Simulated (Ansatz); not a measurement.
# 1T-FeClBr monolayer in a perpendicular field

Wanted: the out-of-plane response of the 1T-FeClBr monolayer. A positive field points along +c.

Method: plane-wave DFT, PBE-D3(BJ), Ansatz PAW (set soft_1); PAW set soft_1, in Ansatz 0.2.0.

### Step 1. Starting point

The cell holds 3 atoms: 1 Br, 1 Fe and 1 Cl. Its edges and angles: a = 3.472 Å, b = 3.472 Å, c = 36.166 Å, α = 90.0°, β = 90.0°, γ = 120.0°. Vacuum lies along c.

### Step 2. Relaxing the slab

The starting cell is a guess, so the in-plane lattice and the atoms are relaxed first, with the slab cut off from its images along the normal.

input.yaml reads:

```yaml
crystal:
  lattice:
    - [3.471932, 0.0, 0.0]
    - [-1.735966, 3.0067813122, 0.0]
    - [0.0, 0.0, 36.1655211805]
  atoms:
    - { symbol: Br, position: [0.6666666667, 0.3333333333, 0.4645308419] }
    - { symbol: Fe, position: [0.0, 0.0, 0.5046249647], spin: 4.0 }
    - { symbol: Cl, position: [0.3333333333, 0.6666666667, 0.5354691581] }
  periodic: [true, true, false]
magnetization:
  spin_polarized: true
kpoints:
  mp_grid: { grid: [12, 12, 1] }
hamiltonian:
  xc: pbe
  dispersion: d3bj
  pseudopotentials: { kind: paw, azcp: { folder: soft_1 } }
scf:
  occupations: { method: fermi_dirac, width: 0.05 }
  convergence: { dr2_threshold: 1.0e-09 }
relax:
  f_tol: 0.004
  max_steps: 90
  cell: {}
output:
  write_potential: true
  write_density: true
  volumetric_format: npy
```

On the command line:

```
$ ansatz run input.yaml --threads 2 --pin off --max-ram 3072MiB --backend cpu --events-out ev --progress --plain --runs-dir out
```

Numbers of over 12 decimals in the logs are rounded to 6 here.

What it wrote:

```text
Warning: relax.cell: scf.convergence.dr2_threshold = 1e-9 eV is looser than the 1.90002905363e-10 eV advised for a relaxation that steers and ends on the stress (1e-10 eV for each atom of the cell: 3, times the square of relax.cell.stress_2d_tol = 0.05 N/m over 12.6 Å (the atoms' height at the walk's start and 5 Å past either face), 3.979e-2 GPa, over a crystal's default 0.05). What an SCF threshold leaves in a stress goes as its square root, and in the free energy as the threshold itself, and one threshold admits the most on a small cell: [figures from the program's tests cut] Set scf.convergence.dr2_threshold to 1.90002905363e-10 eV or tighter. [rest of the remark cut]
Engine: ansatz 0.2.0, aarch64-unknown-linux-gnu
Pseudopotentials: kind: paw
Pseudopotential: Br, paw, valence charge 7, recommended cutoff 420 eV (normal), soft_1/Br.paw.azcp
Pseudopotential: Fe, paw, valence charge 16, recommended cutoff 420 eV (normal), soft_1/Fe.paw.azcp
Pseudopotential: Cl, paw, valence charge 7, recommended cutoff 420 eV (normal), soft_1/Cl.paw.azcp
Functional definition: PBE
  parameter kappa = 0.804
  parameter beta = 0.066725
  exchange = pbe_x(kappa = kappa, mu = beta*pi^2/3)
  correlation = pbe_c(beta = beta)
Crystal: 3 atoms, lattice volume = 377.544 Å³
Basis set: ecut = 420 eV, 7363 PW (Γ), exchange–correlation on 48×48×486 points (8 copies of the dense FFT grid, shifted against one another)
Bands: 21, of which v1, the nominal top of the filled ones, is band 15 counted from 1 (14 counted from 0)
Symmetry: 6 space group operations
Space group: P3m1 (ITA 156), of the structure as read, at distance tolerance 7.2e-5 Å
Magnetic group: BNS 156.49 (UNI 1279), of the structure as read, at distance tolerance 7.2e-5 Å
k-points: 19 of 144 (time reversal used)
Non-local potential: Br, projectors of the file, l = 0: 2, l = 1: 2, l = 2: 2
Non-local potential: Fe, projectors of the file, l = 0: 3, l = 1: 2, l = 2: 3, l = 3: 1
Non-local potential: Cl, projectors of the file, l = 0: 2, l = 1: 2, l = 2: 1
PAW form: soft (Blöchl's): semilocal exchange-correlation on the pseudo side does not see the compensation charge
PAW one-centre angular grid: Br, 110 points (default); XC on 64 Gauss nodes
PAW one-centre angular grid: Fe, 590 points (default); XC on 64 Gauss nodes
PAW one-centre angular grid: Cl, 110 points (default); XC on 64 Gauss nodes
Initial density: superposition of atomic densities (neutral atoms: chi_scale 0, normalization atom)
Starting moments: Σ|m| = 4 μB on 1 of 3 sites
Initial wavefunctions: pseudopotential atomic-orbital guess
Functional: x = pbe(κ = 0.804, μ = 0.219515), c = pbe(β = 0.066725)
iter 1 solved again at ethr=1.31e-3 eV; its pass at ethr=3.10e-3 eV (dr2=3.93e-1 eV) is discarded
SCF iter   1: F=—  HF=-8344.225582 eV  |F-HF|=—  |Δ(HF+E_count)|=         —  Δρ=6.47e-3 (↑6.47e-3 ↓6.35e-3)  dr2=3.92e-1  dr2_m=4.91e-2  M=4.000 μB ∫|m|=4.006 μB  β_m=0.30  ethr=1.31e-3  ⟨swp⟩=1.3  Hψ=9467  notcnv=0
Mixer restart at iter 1: flushing history
preconditioner: auto → LDOS  [metal: Δε(μ)=0.029 eV  Ē_g=10.897 eV  σ=0.050 eV  W_gap=0.15  n_scr=20 (ndim 8)  ℏωp=9.0 eV  f_vac=0.819  D(μ)=1.79/eV (n_scr^D=10)]
spin=Collinear: LDOS preconditioning applied to the charge; magnetization (m = ρ↑ − ρ↓) channel mixes plain (no charge-response kernel on spin).
SCF iter   2: F=—  HF=-8344.534509 eV  |F-HF|=—  |Δ(HF+E_count)|=   3.09e-1  Δρ=4.60e-3 (↑4.44e-3 ↓4.60e-3)  dr2=1.58e-1  dr2_m=2.73e-2  M=4.000 μB ∫|m|=4.008 μB  β_m=0.42  ethr=1.31e-3  ⟨swp⟩=5.1  Hψ=2136  notcnv=0  defer=6
SCF iter   3: F=—  HF=-8344.768725 eV  |F-HF|=—  |Δ(HF+E_count)|=         —  Δρ=3.80e-3 (↑3.80e-3 ↓2.99e-3)  dr2=2.69e-2  dr2_m=2.81e-2  M=4.000 μB ∫|m|=4.010 μB  β_m=0.42  ethr=5.27e-4  ⟨swp⟩=4.9  Hψ=2176  notcnv=0  defer=27
SCF iter   4: F=—  HF=-8344.846608 eV  |F-HF|=—  |Δ(HF+E_count)|=   7.79e-2  Δρ=2.67e-3 (↑2.67e-3 ↓2.03e-3)  dr2=1.44e-2  dr2_m=1.38e-2  M=4.000 μB ∫|m|=4.011 μB  β_m=0.71  ethr=8.97e-5  ⟨swp⟩=2.4  Hψ=1289  notcnv=0  defer=29
SCF iter   5: F=—  HF=-8344.896780 eV  |F-HF|=—  |Δ(HF+E_count)|=   5.02e-2  Δρ=6.35e-4 (↑2.64e-4 ↓6.35e-4)  dr2=1.35e-3  dr2_m=4.80e-4  M=3.999 μB ∫|m|=4.014 μB  β_m=0.73  ethr=4.79e-5  ⟨swp⟩=3.0  Hψ=1682  notcnv=0  defer=30
SCF iter   6: F=—  HF=-8344.897681 eV  |F-HF|=—  |Δ(HF+E_count)|=   9.01e-4  Δρ=3.02e-4 (↑2.37e-4 ↓3.02e-4)  dr2=4.02e-4  dr2_m=9.31e-5  M=3.999 μB ∫|m|=4.015 μB  β_m=0.79  ethr=4.52e-6  ⟨swp⟩=3.3  Hψ=1893  notcnv=0  defer=32
SCF iter   7: F=—  HF=-8344.897931 eV  |F-HF|=—  |Δ(HF+E_count)|=   2.50e-4  Δρ=1.66e-4 (↑5.70e-5 ↓1.66e-4)  dr2=1.45e-4  dr2_m=2.50e-5  M=4.000 μB ∫|m|=4.015 μB  β_m=0.78  ethr=1.34e-6  ⟨swp⟩=3.0  Hψ=1737  notcnv=0  defer=32
SCF iter   8: F=—  HF=-8344.897963 eV  |F-HF|=—  |Δ(HF+E_count)|=   3.21e-5  Δρ=5.64e-5 (↑2.14e-5 ↓5.64e-5)  dr2=4.99e-6  dr2_m=3.25e-6  M=3.999 μB ∫|m|=4.015 μB  β_m=0.86  ethr=4.82e-7  ⟨swp⟩=3.1  Hψ=1620  notcnv=0  defer=32
SCF iter   9: F=—  HF=-8344.897976 eV  |F-HF|=—  |Δ(HF+E_count)|=   1.37e-5  Δρ=1.51e-5 (↑1.47e-5 ↓1.51e-5)  dr2=2.62e-6  dr2_m=1.41e-7  M=3.999 μB ∫|m|=4.015 μB  β_m=0.83  ethr=1.66e-8  ⟨swp⟩=3.1  Hψ=1813  notcnv=0  defer=32
SCF iter  10: F=—  HF=-8344.897976 eV  |F-HF|=—  |Δ(HF+E_count)|=   3.82e-8  Δρ=3.81e-6 (↑3.00e-6 ↓3.81e-6)  dr2=2.23e-7  dr2_m=1.57e-8  M=3.999 μB ∫|m|=4.015 μB  β_m=0.74  ethr=8.73e-9  ⟨swp⟩=3.0  Hψ=1542  notcnv=0  defer=32
SCF iter  11: F=—  HF=-8344.897976 eV  |F-HF|=—  |Δ(HF+E_count)|=   6.10e-8  Δρ=1.77e-6 (↑1.58e-6 ↓1.77e-6)  dr2=3.57e-8  dr2_m=4.80e-9  M=3.999 μB ∫|m|=4.015 μB  β_m=0.66  ethr=7.44e-10  ⟨swp⟩=2.9  Hψ=1527  notcnv=0  defer=32
SCF iter  12: F=—  HF=-8344.897976 eV  |F-HF|=—  |Δ(HF+E_count)|=   4.91e-9  Δρ=5.65e-7 (↑5.65e-7 ↓5.08e-7)  dr2=1.01e-9  dr2_m=6.48e-10  M=3.999 μB ∫|m|=4.015 μB  β_m=0.79  ethr=1.19e-10  ⟨swp⟩=3.0  Hψ=1570  notcnv=0  defer=32
SCF iter  13: F=-8344.897976 eV  HF=-8344.897976 eV  |F-HF|=7.46e-11  |Δ(HF+E_count)|=   2.45e-8  Δρ=2.05e-7 (↑1.82e-7 ↓2.05e-7)  dr2=2.31e-10  dr2_m=6.26e-11  M=3.999 μB ∫|m|=4.015 μB  ethr=3.33e-12  ⟨swp⟩=8.2  Hψ=6077  notcnv=0
SCF 1 converged in 13 iterations: F = -8344.897976 eV  dr2 = 2.31e-10
  greatest PAW one-centre occupation: 1.002 electrons in one spin orbital (limit 2), on the Fe atom at site 1 (counted from 0), in its partial waves of l = 1
relax step   1: F+E_penalty+E_count = -8344.89797635 eV  Δ(F+E_penalty+E_count) = +0.000e0 eV  max|allowed force component| = 2.345e0 eV/Å  Δτ_max = 0.0000 Å  P = +7.587 N/m  Ω = 377.544 Å³  fix = [c, alpha, beta]  reactions: c +0.000 N/m  (13 SCF iters, accepted)
[...]
preconditioner: auto → LDOS  [metal: Δε(μ)=0.042 eV  Ē_g=9.910 eV  σ=0.050 eV  W_gap=0.21  n_scr=16 (ndim 8)  ℏωp=8.7 eV  f_vac=0.814  D(μ)=2.28/eV (n_scr^D=10)]
spin=Collinear: LDOS preconditioning applied to the charge; magnetization (m = ρ↑ − ρ↓) channel mixes plain (no charge-response kernel on spin).
SCF iter   2: F=—  HF=-8345.507831 eV  |F-HF|=—  |Δ(HF+E_count)|=   1.23e-3  Δρ=3.11e-5 (↑3.11e-5 ↓2.02e-5)  dr2=6.15e-6  dr2_m=3.73e-7  M=4.000 μB ∫|m|=4.022 μB  β_m=0.49  ethr=1.84e-8  ⟨swp⟩=3.8  Hψ=2154  notcnv=0
SCF iter   3: F=—  HF=-8345.507981 eV  |F-HF|=—  |Δ(HF+E_count)|=   1.50e-4  Δρ=1.51e-5 (↑1.51e-5 ↓9.87e-6)  dr2=9.53e-7  dr2_m=1.76e-7  M=4.000 μB ∫|m|=4.022 μB  β_m=0.67  ethr=1.84e-8  ⟨swp⟩=2.4  Hψ=1141  notcnv=0
SCF iter   4: F=—  HF=-8345.508107 eV  |F-HF|=—  |Δ(HF+E_count)|=   1.26e-4  Δρ=2.09e-6 (↑1.53e-6 ↓2.09e-6)  dr2=1.16e-8  dr2_m=7.06e-9  M=4.000 μB ∫|m|=4.022 μB  β_m=0.76  ethr=3.18e-9  ⟨swp⟩=3.0  Hψ=1557  notcnv=0
SCF iter   5: F=—  HF=-8345.508104 eV  |F-HF|=—  |Δ(HF+E_count)|=   3.53e-6  Δρ=1.19e-6 (↑1.19e-6 ↓4.72e-7)  dr2=7.78e-9  dr2_m=1.19e-9  M=4.000 μB ∫|m|=4.022 μB  β_m=0.60  ethr=3.88e-11  ⟨swp⟩=4.4  Hψ=2263  notcnv=0
SCF iter   6: F=—  HF=-8345.508104 eV  |F-HF|=—  |Δ(HF+E_count)|=   5.40e-8  Δρ=6.04e-7 (↑6.04e-7 ↓1.75e-7)  dr2=9.51e-10  dr2_m=3.81e-10  M=4.000 μB ∫|m|=4.022 μB  β_m=0.53  ethr=2.59e-11  ⟨swp⟩=2.2  Hψ=1237  notcnv=0
iter 7 met the thresholds in force, and the SCF goes on: an eigenvalue changes by 2.65 meV, over its tolerance of 0.06 meV (output.eigenvalues, Limitations)
SCF iter   7: F=-8345.508104 eV  HF=-8345.508104 eV  |F-HF|=2.17e-8  |Δ(HF+E_count)|=   7.26e-8  Δρ=1.89e-7 (↑1.89e-7 ↓1.11e-7)  dr2=3.45e-10  dr2_m=9.70e-12  M=4.000 μB ∫|m|=4.022 μB  β_m=0.46  ethr=3.17e-12  ⟨swp⟩=14.8  Hψ=6661  notcnv=0
iter 8 met the thresholds in force, and the SCF goes on: an eigenvalue changes by 4.27 meV, over its tolerance of 0.05 meV (output.eigenvalues, Limitations)
SCF iter   8: F=-8345.508104 eV  HF=-8345.508104 eV  |F-HF|=1.12e-8  |Δ(HF+E_count)|=   1.07e-8  Δρ=4.84e-8 (↑4.84e-8 ↓3.69e-8)  dr2=1.20e-11  dr2_m=3.27e-12  M=4.000 μB ∫|m|=4.022 μB  β_m=1.00  ethr=1.15e-12  ⟨swp⟩=7.4  Hψ=4824  notcnv=0
Mixer restart at iter 8: flushing history
iter 9 met the thresholds in force, and the SCF goes on: an eigenvalue changes by 0.12 meV, over its tolerance of 0.06 meV (output.eigenvalues, Limitations)
SCF iter   9: F=-8345.508104 eV  HF=-8345.508104 eV  |F-HF|=2.42e-10  |Δ(HF+E_count)|=   1.12e-8  Δρ=1.43e-7 (↑7.99e-8 ↓1.43e-7)  dr2=2.37e-10  dr2_m=4.96e-12  M=4.000 μB ∫|m|=4.022 μB  β_m=1.00  ethr=1.00e-12  ⟨swp⟩=8.4  Hψ=5063  notcnv=0  κ⁻¹=1.0e0(r=1)
SCF iter  10: F=-8345.508104 eV  HF=-8345.508104 eV  |F-HF|=7.28e-12  |Δ(HF+E_count)|=  2.36e-11  Δρ=2.41e-8 (↑9.48e-9 ↓2.41e-8)  dr2=2.37e-12  dr2_m=8.75e-13  M=4.000 μB ∫|m|=4.022 μB  ethr=1.00e-12  ⟨swp⟩=6.1  Hψ=4308  notcnv=0
WARN: dispersion: an atom stands within reach of a switch of its C6 between two reference coordination numbers of its element: through that C6 alone, e_disp changes by 0.025 eV or more while the distances to its neighbours run over a stretch of 0.05 Å that contains this geometry (sites counted from 0 in the run's list of atoms or, in a supercell that it derives, in that cell's: here a list of 3) — site 1 (Fe): coordination number 5.272 (about 4.97 to 5.57 with every neighbour 0.05 Å farther or nearer), switch near 5.393 between the references 1.648 (weight 1.00) and 9.138 (weight 0.00), e_disp changing by some 0.12 eV. [rest of the remark cut]
SCF 14 converged in 10 iterations: F = -8345.508104 eV  dr2 = 2.37e-12
relax step  14: F+E_penalty+E_count = -8345.50810370 eV  Δ(F+E_penalty+E_count) = -1.014e-3 eV  max|allowed force component| = 3.109e-3 eV/Å  Δτ_max = 0.0000 Å  P = -0.006 N/m  Ω = 401.834 Å³  fix = [c, alpha, beta]  reactions: c -0.000 N/m  stress off target by 6.47e-3 N/m on what of the cell is left free  SCF on the basis re-selected at this cell (its energy is not comparable with the rows above)  (10 SCF iters)
basis re-selected at this cell: Δ(F+E_penalty+E_count) = -1.014e-3 eV, ΔP = -0.008 N/m vs the last step (what re-selecting the basis moved, of the pressure what is left beyond the Pulay correction that the steps carried, after the strain that the cell walked since its last selection, with what the two solves' SCF thresholds leave and, on support functions, any second-order correction that the steps lacked; it is no m [...]
WARN: The output density's exchange-correlation potential varies sharply where the density is thin. Do not read a vacuum level from v_tot or v_xc, or from such a field of the output density. On a cell that repeats whose density bears no net charge and no dipole along the vacuum's axis use v_es (v_loc + v_h of the components); under efield.dipole_correction with no amplitude use v_es + v_field, which holds any externa [...]
SCF converged after 10 iterations
an eigenvalue changed by more than its tolerance at an iteration that met the thresholds in force, so the SCF went on 3 times, its first undamped step at iteration 8: the last check found none over its tolerance
Magnetization: 4.0000 μB (17.0000 up, 13.0000 down)
Absolute magnetization: 4.0212 μB (∫|ρ↑−ρ↓|, with the PAW one-centre terms)
Spin contamination: 0.0145 ħ² per cell (⟨S²⟩ above its minimum at these occupations)
Per-site moments (μB) at R_I (Å): [(0.173981, 1.068954), (3.452727, 1.019446), (0.148982, 1.019446)]
Free energy (F): -8345.508104 eV
Harris-Foulkes:  -8345.508104 eV  (|F-HF|=7.28e-12)
Internal energy: -8345.488890 eV  (E = F + TS)
E sigma→0 (E₀):  -8345.498497 eV
Entropy (-TS):   -0.019213 eV (-6.404 meV/atom)
Fermi energy:    -5.256147 eV
--- Per-component energies (eV) ---
  E_band       = -780.580357
  E_kinetic    = 606.658005
  E_local      = -60418.741481  (includes V_loc(G=0)·N_el)
  E_nonlocal   = 381.069673
  E_hartree    = 29675.378361
  E_xc         = -411.330189
  E_vxc        = -362.557537  (∫ρ·V_xc dr)
  E_paw        = -4358.331656  (= ΣΔE_a)
  E_vpaw       = -337.764688  (= ΣTr[D̂ρ^β])
  E_aug_tail   = -0.000920  (compensation charges beyond the density's cutoff)
  E_ewald      = 26180.444075
  E_disp       = -0.634758  (pairwise vdW)
  E_smearing   = -0.019213  (= −TS)
  E_closure    = -0.000000  (closes the sum)
  Σ components = -8345.508104   (vs F -8345.508104, Δ=0.00e0)
--- Forces (eV/Å), atoms counted from 1 ---
  atom   1  Br     0.00000000    -0.00000000     0.00310929
  atom   2  Fe     0.00000000     0.00000000    -0.00059955
  atom   3  Cl     0.00000000     0.00000000    -0.00250980
  max |Σ_I F_I| component: 6.27e-8 eV/Å
--- 2D stress c σ (N/m, compression-positive) ---
       -0.006469      -0.000000       0.000000
        0.000000      -0.006469      -0.000000
        0.000000      -0.000000      -0.000000
  P = ½ c Tr σ = -0.0065 N/m
--- Band table (eV; the first three rows and the last of 38) ---
  k-point 0 ↑: bands = [... 11 lower, -8.3668, -8.2066, -7.6315, -7.6315, -6.0491, -6.0491, -2.1214, -0.7389, ... 2 higher]
  k-point 1 ↑: bands = [... 11 lower, -8.4330, -8.2565, -7.6519, -7.5971, -6.2922, -6.0931, -1.8618, -0.5108, ... 2 higher]
  k-point 2 ↑: bands = [... 11 lower, -8.4025, -8.2170, -7.6922, -7.5784, -6.7379, -6.1837, -1.2684, -0.1753, ... 2 higher]
  k-point 18 ↓: bands = [... 11 lower, -8.6472, -5.0636, -4.9871, -4.8575, -3.9458, -3.7651, 0.1571, 1.5725, ... 2 higher]
  the weakly bound empty levels are not read free of the cell's end (no_gap_told)
--- Relaxed structure (13 steps of the walk, 11 accepted, 1 SCFs on fresh bases) ---
  F+E_penalty+E_count = -8345.50810370 eV   max|allowed force component| = 3.109e-3 eV/Å   (the final SCF, on the basis selected at the relaxed cell)
  cell:  # Å, volume = 401.8340 Å³
    - [3.581877, 0, 0]
    - [-1.790939, 3.101996, 0]
    - [0, 0, 36.1655211805]
  atoms:
    - { symbol: Br, position: [0.666667, 0.333333, 0.460282] }
    - { symbol: Fe, position: [0, 0, 0.503463] }
    - { symbol: Cl, position: [0.333333, 0.666667, 0.540880] }
```

Run time: 4.4 min. Hardware: 2 threads of Arm Neoverse V1, shared host; peak memory 0.69 GiB.

The steps of the relaxation:

```
step  energy less that of the first step (eV)  largest force component (eV/Å)  volume (Å³)
   1                                   0.0000                          2.3454       377.54
   2                                  -0.4204                          0.7694       379.95
   3                                  -0.4439                          0.4504       380.25
   4                                  -0.5659                          2.6326       391.95
   5                                  -0.2826                          1.3498       430.33
   6                                  -0.5476                          0.7091       398.58
   7                                  -0.5941                          0.3393       394.89
   8                                  -0.6071                          0.0818       406.06
   9                                  -0.6075                          0.0750       405.48
  10                                  -0.6083                          0.0727       403.89
  11                                  -0.6090                          0.0266       402.53
  12                                  -0.6091                          0.0052       401.85
  13                                  -0.6091                          0.0026       401.83
 14*                                  -0.6101                          0.0031       401.83
```

Relaxation steps marked * repeat the geometry before them on a plane-wave basis chosen anew for their cell, so energy and pressure can jump there. Relaxation steps 5, 6 were tried and not accepted.

The run keeps the 6 symmetry operations that it works with, so distortions that break them were not tested.

```
cell as run  before  after  change
      a (Å)   3.472  3.582  +3.2 %
      b (Å)   3.472  3.582  +3.2 %
```

The atoms that moved most (Å, along periodic axes as changes of fractional coordinates times the final cell, across vacuum about the mean position):

```
atom     dx     dy      dz  length
 Cl3  0.000  0.000   0.196   0.196
 Br1  0.000  0.000  -0.154   0.154
 Fe2  0.000  0.000  -0.042   0.042
```

Final coordinates:

```cif
data_structure
_symmetry_space_group_name_H-M 'P 1'
_symmetry_Int_Tables_number 1
_cell_length_a 3.5819
_cell_length_b 3.5819
_cell_length_c 36.1655
_cell_angle_alpha 90.000
_cell_angle_beta 90.000
_cell_angle_gamma 120.000
_cell_volume 401.83
loop_
_atom_site_label
_atom_site_type_symbol
_atom_site_fract_x
_atom_site_fract_y
_atom_site_fract_z
_atom_site_occupancy
Br1 Br 0.66667 0.33333 0.46028 1
Fe2 Fe 0.00000 0.00000 0.50346 1
Cl3 Cl 0.33333 0.66667 0.54088 1
```

This step gave:

```
energy at zero smearing : -8345.4985 eV
total moment            : 4.000 μB
site moments            : 0.1740, 3.453, 0.1490 μB
```

Site moment by atom:

```
atom  site moment (μB)
 Br1              0.17
 Fe2              3.45
 Cl3              0.15
```

The lattice constant a goes from 3.472 to 3.582 Å.

[end of part 1 of 2]

[Logs are printed without paths, hosts, clocks, repeated set-up lines and the standing remarks that a program may print on its own settings, such as how far it seeks lower states.]

[Hosts, paths, dates, database ids (printed as entryN), source tags and the programs' standing remarks are cut or masked in the printed files.]

[Maps of the electrostatic potential energy from Ansatz leave out the sawtooth potential of an applied field or a dipole correction, so their vacuum need not be flat; planar profiles and work functions include it.]
